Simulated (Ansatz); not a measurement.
# Sb (Im-3m) in Ansatz: notebook, part 2 of 2

Ansatz 0.2.0.

**3. Relaxation of cell and atoms, PBEsol+D4**

File input.yaml:

```yaml
crystal:
  lattice:
    - [-1.8713408863, 1.8713408863, 1.8713408863]
    - [1.8713408863, -1.8713408863, 1.8713408863]
    - [1.8713408863, 1.8713408863, -1.8713408863]
  atoms:
    - { symbol: Sb, position: [0.0, 0.0, 0.0] }
hamiltonian:
  xc: pbesol
  pseudopotentials: { kind: paw }
  dispersion: d4
kpoints:
  mp_grid: { grid: [10, 10, 10] }
scf:
  occupations: { method: fermi_dirac, width: 0.05 }
output:
  forces: true
  stress: true
  eigenvalues: true
relax:
  f_tol: 0.01
  max_steps: 40
  cell: { stress_tol: 0.05 }
```

Potentials or basis: Ansatz PAW.

The run is started by

```bash
> ansatz run input.yaml --threads 2 --pin off --max-ram 5632MiB --backend cpu --events-out ev --progress --plain --runs-dir out
```

Output:

```text
Warning: RAYON_NUM_THREADS=2 ignored (pool sized by the plan → 2); use --threads N
Engine: ansatz 0.2.0, x86_64-unknown-linux-gnu
Pseudopotentials: kind: paw
Pseudopotential: Sb, paw, valence charge 15, recommended cutoff 420 eV (normal), Sb.paw.azcp
Functional definition: PBEsol
  exchange = pbesol_x
  correlation = pbesol_c
Crystal: 1 atoms, lattice volume = 26.213 Å³
Basis set: ecut = 420 eV, 531 PW (Γ), exchange–correlation on 48×48×48 points (8 copies of the dense FFT grid, shifted against one another)
Bands: 12, of which v1, the nominal top of the filled ones, is band 8 counted from 1 (7 counted from 0)
Symmetry: 48 space group operations
Space group: Im-3m (ITA 229), of the structure as read, at distance tolerance 3.0e-5 Å
k-points: 47 of 1000
Non-local potential: Sb, projectors of the file, l = 0: 2, l = 1: 2, l = 2: 2, l = 3: 2
PAW form: soft (Blöchl's): semilocal exchange-correlation on the pseudo side does not see the compensation charge
PAW frozen core: Sb, regenerated for the run's functional, and the local potential with it (the file was generated under x = pbe(κ = 0.804, μ = 0.2195149727645171), c = pbe(β = 0.06672455060314922))
PAW one-centre angular grid: Sb, 590 points (default); XC on 64 Gauss nodes
Initial density: superposition of atomic densities (neutral atoms: chi_scale 0, normalization atom), corrected by the library's trained network
Initial wavefunctions: pseudopotential atomic-orbital guess
Functional: x = pbesol(κ = 0.804, μ = 0.12345679012345678), c = pbesol(β = 0.046)
SCF iter   1: F=—  HF=-6408.231396 eV  |F-HF|=—  |Δ(HF+E_count)|=         —  Δρ=2.64e-3  dr2=6.78e-4  ethr=1.77e-3  ⟨swp⟩=5.8  Hψ=3336  notcnv=0
preconditioner: auto → Kerker (q_TF=auto, 2.486 Å⁻¹)  [metal: Δε(μ)=0.020 eV  Ē_g=12.658 eV  σ=0.050 eV  W_gap=0.10  n_scr=12 (ndim 8)  ℏωp=16.2 eV  f_vac=0.000  D(μ)=1.17/eV (n_scr^D=12)]
SCF iter   2: F=—  HF=-6408.230578 eV  |F-HF|=—  |Δ(HF+E_count)|=   8.18e-4  Δρ=1.62e-3  dr2=2.81e-4  ethr=4.52e-6  ⟨swp⟩=2.4  Hψ=1148  notcnv=0
SCF iter   3: F=—  HF=-6408.230533 eV  |F-HF|=—  |Δ(HF+E_count)|=   4.47e-5  Δρ=5.43e-4  dr2=4.36e-5  ethr=1.87e-6  ⟨swp⟩=2.0  Hψ=903  notcnv=0
SCF iter   4: F=—  HF=-6408.230491 eV  |F-HF|=—  |Δ(HF+E_count)|=   4.21e-5  Δρ=1.63e-4  dr2=4.59e-6  ethr=2.90e-7  ⟨swp⟩=2.0  Hψ=878  notcnv=0
SCF iter   5: F=—  HF=-6408.230486 eV  |F-HF|=—  |Δ(HF+E_count)|=   4.90e-6  Δρ=2.52e-5  dr2=1.09e-7  ethr=3.06e-8  ⟨swp⟩=2.0  Hψ=903  notcnv=0
SCF iter   6: F=-6408.230486 eV  HF=-6408.230486 eV  |F-HF|=2.97e-10  |Δ(HF+E_count)|=   4.60e-8  Δρ=2.66e-6  dr2=1.39e-9  ethr=6.67e-10  ⟨swp⟩=5.6  Hψ=2454  notcnv=0
SCF 1 converged in 6 iterations: F = -6408.230486 eV  dr2 = 1.39e-9
relax step   1: F+E_penalty+E_count = -6408.23048597 eV  Δ(F+E_penalty+E_count) = +0.000e0 eV  max|allowed force component| = 0.000e0 eV/Å  Δτ_max = 0.0000 Å  P = -2.020 GPa  Ω = 26.213 Å³  (6 SCF iters, dr2 threshold 1.00e-7 eV, accepted)
Crystal: 1 atoms, lattice volume = 25.096 Å³
Basis set: ecut = 420 eV, 459 PW (Γ), exchange–correlation on 48×48×48 points (8 copies of the dense FFT grid, shifted against one another)
Initial density: handed on by an earlier stage of this run
Initial wavefunctions: those handed on with the density
iter 1 solved again at ethr=4.74e-7 eV; its pass at ethr=3.10e-3 eV (dr2=7.11e-5 eV) is discarded
SCF iter   1: F=—  HF=-6408.234639 eV  |F-HF|=—  |Δ(HF+E_count)|=         —  Δρ=6.56e-4  dr2=7.07e-5  ethr=4.74e-7  ⟨swp⟩=2.1  Hψ=5273  notcnv=0
preconditioner: auto → Kerker (q_TF=auto, 2.504 Å⁻¹)  [metal: Δε(μ)=0.083 eV  Ē_g=12.933 eV  σ=0.050 eV  W_gap=0.35  n_scr=12 (ndim 8)  ℏωp=16.6 eV  f_vac=0.000  D(μ)=1.22/eV (n_scr^D=12)]
SCF iter   2: F=—  HF=-6408.234665 eV  |F-HF|=—  |Δ(HF+E_count)|=   2.55e-5  Δρ=4.33e-4  dr2=3.25e-5  ethr=4.72e-7  ⟨swp⟩=1.0  Hψ=564  notcnv=0
SCF iter   3: F=—  HF=-6408.234676 eV  |F-HF|=—  |Δ(HF+E_count)|=   1.08e-5  Δρ=5.19e-5  dr2=6.61e-7  ethr=2.17e-7  ⟨swp⟩=1.0  Hψ=564  notcnv=0
SCF iter   4: F=-6408.234676 eV  HF=-6408.234676 eV  |F-HF|=1.60e-8  |Δ(HF+E_count)|=   2.21e-7  Δρ=8.29e-6  dr2=2.27e-8  ethr=6.67e-10  ⟨swp⟩=6.0  Hψ=2556  notcnv=0
SCF 2 converged in 4 iterations: F = -6408.234676 eV  dr2 = 2.27e-8
relax step   2: F+E_penalty+E_count = -6408.23467576 eV  Δ(F+E_penalty+E_count) = -4.190e-3 eV  max|allowed force component| = 0.000e0 eV/Å  Δτ_max = 0.0000 Å  P = +1.012 GPa  Ω = 25.096 Å³  energy of the carried Pulay correction = +2.874e-4 eV  (4 SCF iters, dr2 threshold 1.00e-7 eV, accepted)
Crystal: 1 atoms, lattice volume = 25.458 Å³
iter 1 solved again at ethr=8.87e-8 eV; its pass at ethr=3.10e-3 eV (dr2=1.33e-5 eV) is discarded
SCF iter   1: F=—  HF=-6408.235656 eV  |F-HF|=—  |Δ(HF+E_count)|=         —  Δρ=2.28e-4  dr2=8.37e-6  ethr=8.87e-8  ⟨swp⟩=3.0  Hψ=5161  notcnv=0
preconditioner: auto → Kerker (q_TF=auto, 2.498 Å⁻¹)  [metal: Δε(μ)=0.069 eV  Ē_g=12.838 eV  σ=0.050 eV  W_gap=0.30  n_scr=12 (ndim 8)  ℏωp=16.5 eV  f_vac=0.000  D(μ)=1.21/eV (n_scr^D=12)]
SCF iter   2: F=—  HF=-6408.235658 eV  |F-HF|=—  |Δ(HF+E_count)|=   2.47e-6  Δρ=1.49e-4  dr2=3.78e-6  ethr=5.58e-8  ⟨swp⟩=1.0  Hψ=564  notcnv=0
SCF iter   3: F=-6408.235660 eV  HF=-6408.235660 eV  |F-HF|=1.86e-8  |Δ(HF+E_count)|=   1.34e-6  Δρ=1.80e-5  dr2=7.86e-8  ethr=6.67e-10  ⟨swp⟩=4.5  Hψ=2445  notcnv=0
SCF 3 converged in 3 iterations: F = -6408.235660 eV  dr2 = 7.86e-8
relax step   3: F+E_penalty+E_count = -6408.23565953 eV  Δ(F+E_penalty+E_count) = -9.838e-4 eV  max|allowed force component| = 0.000e0 eV/Å  Δτ_max = 0.0000 Å  P = -0.045 GPa  Ω = 25.458 Å³  energy of the carried Pulay correction = +1.929e-4 eV  (3 SCF iters, dr2 threshold 1.00e-7 eV, accepted)
Initial wavefunctions: pseudopotential atomic-orbital guess (no wavefunctions were taken with the density)
iter 1 solved again at ethr=1.57e-7 eV; its pass at ethr=3.10e-3 eV (dr2=2.35e-5 eV) is discarded
SCF iter   1: F=—  HF=-6408.235462 eV  |F-HF|=—  |Δ(HF+E_count)|=         —  Δρ=3.79e-5  dr2=1.18e-7  ethr=1.57e-7  ⟨swp⟩=2.9  Hψ=4768  notcnv=0
SCF iter   2: F=—  HF=-6408.235462 eV  |F-HF|=—  |Δ(HF+E_count)|=   3.51e-7  Δρ=2.15e-5  dr2=4.72e-8  ethr=7.89e-10  ⟨swp⟩=2.0  Hψ=774  notcnv=0
SCF iter   3: F=—  HF=-6408.235462 eV  |F-HF|=—  |Δ(HF+E_count)|=   2.56e-8  Δρ=3.13e-6  dr2=1.88e-9  ethr=3.14e-10  ⟨swp⟩=2.2  Hψ=735  notcnv=0
SCF iter   4: F=—  HF=-6408.235462 eV  |F-HF|=—  |Δ(HF+E_count)|=  1.16e-10  Δρ=8.20e-7  dr2=8.22e-11  ethr=1.25e-11  ⟨swp⟩=2.0  Hψ=913  notcnv=0
SCF iter   5: F=—  HF=-6408.235462 eV  |F-HF|=—  |Δ(HF+E_count)|=  1.11e-10  Δρ=2.65e-7  dr2=6.99e-12  ethr=1.00e-12  ⟨swp⟩=6.2  Hψ=2271  notcnv=0
SCF iter   6: F=-6408.235462 eV  HF=-6408.235462 eV  |F-HF|=1.82e-12  |Δ(HF+E_count)|=  1.82e-12  Δρ=5.47e-8  dr2=8.70e-13  ethr=1.00e-12  ⟨swp⟩=5.1  Hψ=1941  notcnv=0
SCF 4 converged in 6 iterations: F = -6408.235462 eV  dr2 = 8.70e-13
relax step   4: F+E_penalty+E_count = -6408.23546181 eV  Δ(F+E_penalty+E_count) = +1.977e-4 eV  max|allowed force component| = 0.000e0 eV/Å  Δτ_max = 0.0000 Å  P = -0.041 GPa  Ω = 25.458 Å³  stress off target by 4.14e-2 GPa  SCF on the basis re-selected at this cell (its energy is not comparable with the rows above)  (6 SCF iters)
basis re-selected at this cell: Δ(F+E_penalty+E_count) = +1.977e-4 eV, ΔP = +0.003 GPa vs the last step (what re-selecting the basis moved, of the pressure what is left beyond the Pulay correction that the steps carried, after the strain that the cell walked since its last selection, with what the two solves' SCF thresholds leave and, on support functions, any second-order correction that the steps lacked; it is no measure of the basis error at this ecutwfc). This SCF's stress stands 4.14e-2 GPa from its target on what of the cell is left free (relax.cell.stress_tol is 5.00e-2 GPa) and its largest allowed force component is 0.00e0 eV/Å (relax.f_tol is 1.00e-2 eV/Å): within both
SCF converged after 6 iterations
Free energy (F): -6408.235462 eV
Harris-Foulkes:  -6408.235462 eV  (|F-HF|=1.82e-12)
Internal energy: -6408.226252 eV  (E = F + TS)
E sigma→0 (E₀):  -6408.230857 eV
Entropy (-TS):   -0.009210 eV (-9.210 meV/atom)
Fermi energy:    12.365387 eV
--- Per-component energies (eV) ---
  E_band       = -132.643132
  E_kinetic    = 208.026164
  E_local      = -1390.270389  (includes V_loc(G=0)·N_el)
  E_nonlocal   = 363.615446
  E_hartree    = 638.076607
  E_xc         = -138.131967
  E_vxc        = -97.432912  (∫ρ·V_xc dr)
  E_paw        = -4498.930615  (= ΣΔE_a)
  E_vpaw       = -492.734695  (= ΣTr[D̂ρ^β])
  E_aug_tail   = -0.000002  (compensation charges beyond the density's cutoff)
  E_ewald      = -1590.599236
  E_disp       = -0.344117  (pairwise vdW)
  E_core_change = 0.331857  (= ΣΔE_core)
  E_smearing   = -0.009210  (= −TS)
  E_closure    = 0.000000  (closes the sum)
  Σ components = -6408.235462   (vs F -6408.235462, Δ=0.00e0)
--- Forces (eV/Å), atoms counted from 1 ---
  atom   1  Sb     0.00000000     0.00000000     0.00000000
  max |Σ_I F_I| component: 1.23e-31 eV/Å
--- Stress (GPa, compression-positive) ---
       -0.041418      -0.000000       0.000000
       -0.000000      -0.041418      -0.000000
        0.000000       0.000000      -0.041418
  P = ⅓ Tr σ = -0.0414 GPa (-0.414 kbar)
--- Band table (eV; the first three rows and the last of 47) ---
  k-point 0: bands = ["-16.8033", "-16.8033", "-16.8033", "-16.7168", "-16.7168", "-0.9301", "18.3063", "18.3063", "18.3063", "23.9428", "23.9428", "23.9428"]
  k-point 1: bands = ["-16.8058", "-16.7987", "-16.7898", "-16.7196", "-16.7173", "-0.7089", "16.6860", "17.6029", "18.0984", "22.1511", "22.4125", "23.6742"]
  k-point 2: bands = ["-16.8122", "-16.7881", "-16.7543", "-16.7258", "-16.7188", "-0.0486", "13.6335", "16.3157", "17.5514", "20.7529", "21.1673", "23.6777"]
  k-point 46: bands = ["-16.8073", "-16.8073", "-16.6731", "-16.6731", "-16.6731", "7.0230", "10.2580", "10.2580", "10.2580", "15.2363", "15.2363", "29.8004"]
--- Relaxed structure (3 steps of the walk, 3 accepted, 1 SCFs on fresh bases) ---
  F+E_penalty+E_count = -6408.23546181 eV   max|allowed force component| = 0.000e0 eV/Å   (the final SCF, on the basis selected at the relaxed cell)
  cell:  # Å, volume = 25.4584 Å³
    - [-1.8532050407164142, 1.8532050407164142, 1.8532050407164142]
    - [1.8532050407164142, -1.8532050407164142, 1.8532050407164142]
    - [1.8532050407164142, 1.8532050407164142, -1.8532050407164142]
  atoms:
    - { symbol: Sb, position: [0.0, 0.0, 0.0] }
```

It took 1.9 s on 2 threads of Intel Xeon Platinum 8488C (Sapphire Rapids), shared host; peak memory 0.36 GiB.

What came out:

- Free energy: -6408.2355 eV
- Relaxed volume: 25.46 Å³/atom
- Relaxed cell: a = 3.210 Å, b = 3.210 Å, c = 3.210 Å, α = 109.47°, β = 109.47°, γ = 109.47°
- Space group after relaxing (to 0.05 Å): Im-3m (No. 229)
- Energy gained by relaxing: 5.0 meV/atom
- Ionic steps: 4
- Pressure after relaxing: 0.0 GPa
- Band gap on the k mesh: none (metal or under the smearing width)

Step by step:
```csv
step,energy change (eV),largest force (eV/Å),volume (Å³)
1,0.0000,0.0000,26.21
2,-0.0042,0.0000,25.10
3,-0.0052,0.0000,25.46
4,-0.0050,0.0000,25.46
```

Final structure:
```yaml
crystal:
  lattice:
    - [-1.85321, 1.85321, 1.85321]
    - [1.85321, -1.85321, 1.85321]
    - [1.85321, 1.85321, -1.85321]
  atoms:
    - { symbol: Sb, position: [0.00000, 0.00000, 0.00000] }
```

Caveat: the plane-wave basis is chosen anew once the cell has moved, so the energies of steps on either side of that aren't comparable; pairwise dispersion overbinds metals, which lowers pressure and volume; the PAW data sets come from PBE, with cores solved anew for the run's functional, which leaves a small shift of forces and pressure.
